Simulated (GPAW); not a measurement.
Input of a GPAW 26.7.0 run:

run.py

```python
from ase import Atoms
from ase.eos import EquationOfState
from ase.io import Trajectory
from ase.units import GPa
from gpaw import GPAW, PW, setup_paths

setup_paths.insert(0, '.')

atoms = Atoms(['Mn', 'O'],
              cell=[[0.0, 2.2239077028, 2.2239077028],
                    [2.2239077028, 0.0, 2.2239077028],
                    [2.2239077028, 2.2239077028, 0.0]],
              scaled_positions=[[0.0, 0.0, 0.0],
                                [0.5, 0.5, 0.5]],
              pbc=True)
atoms.set_initial_magnetic_moments([4.0, 0.0])

traj = Trajectory('eos.traj', 'w')
volumes, energies = [], []
for x in [0.94, 0.96, 0.98, 1.0, 1.02, 1.04, 1.06]:
    a = atoms.copy()
    a.set_cell(atoms.cell * x**(1 / 3), scale_atoms=True)
    calc = GPAW(mode=PW(800),
                xc='PBE',
                kpts={'size': (7, 7, 7), 'gamma': True},
                occupations={'name': 'fermi-dirac', 'width': 0.05},
                nbands=21,
                convergence={'density': 1e-05, 'energy': 1e-05},
                maxiter=150,
                txt=f'eos-{x:.2f}.txt')
    a.calc = calc
    energies.append(a.get_potential_energy(force_consistent=True))
    volumes.append(a.get_volume())
    p = -a.get_stress()[:3].mean() / GPa
    calc.write(f'eos-{x:.2f}.gpw')
    traj.write(a)
    print(f'{x:.2f} {volumes[-1]:10.4f} A^3 {energies[-1]:14.6f} eV {p:9.3f} GPa', flush=True)

v0, e0, B = EquationOfState(volumes, energies, eos='birchmurnaghan').fit()
print(f'V0 = {v0:.4f} A^3, E0 = {e0:.6f} eV, B0 = {B / GPa:.2f} GPa')
```

Potentials or basis: PAW data sets generated in the run's folder for this functional, pw.

The run is started by

```sh
$ gpaw-setup -f PBE Mn O
$ OMP_NUM_THREADS=1 python run.py
```

(1) What does it give for the equilibrium volume?

(2) Estimate the bulk modulus.

Results:

(1) 10.97 Å³/atom (rough: see the caveat).

(2) 114 GPa (rough).

Caveat: the fit is doubtful: noisy points or a state that changes with volume.
